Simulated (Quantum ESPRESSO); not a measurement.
The system is LiCl.

```xyz
2
Lattice="0.0000 2.5648 2.5648 2.5648 0.0000 2.5648 2.5648 2.5648 0.0000" Properties=species:S:1:pos:R:3 pbc="T T T"
Cl    2.5648    2.5648    2.5648
Li    0.0000    0.0000    0.0000
```

| Property | Result |
| --- | --- |
| Program | Quantum ESPRESSO 7.5 |
| Task | single point |
| Functional | PBE |
| Potentials or basis | SSSP 1.3 efficiency PBE |
| Cutoff | 748 eV |
| Density cutoff | 5987 eV |
| k mesh | 9 × 9 × 9 |
| Occupations | fermi-dirac, width 0.05 eV |
| Spin | no spin polarisation |

On this cell: pressure 0.4 GPa; largest force zero by symmetry; band gap on the k mesh 6.33 eV, direct.

The same run follows on a disturbed copy (atoms moved at random, drawn with an rms of 0.05 Å):

```xyz
2
Lattice="0.0000 2.5648 2.5648 2.5648 0.0000 2.5648 2.5648 2.5648 0.0000" Properties=species:S:1:pos:R:3 pbc="T T T"
Cl    2.5691    2.5031    2.6018
Li   -0.0491    0.0281   -0.0393
```

Problem. What changes?

Solution. The energy moves by +2.8 meV/atom; pressure 0.6 GPa; largest force 0.088 eV/Å; band gap on the k mesh 6.31 eV, direct.

Forces on the atoms (eV/Å):
```
Cl  -0.034  0.062 -0.051
Li   0.034 -0.062  0.051
```

Stress tensor (GPa, compression positive):
```
 0.44  0.01 -0.01
 0.01  0.67  0.01
-0.01  0.01  0.57
```

Caveats: an odd mesh through Γ misses points on the zone boundary, where band edges often lie.
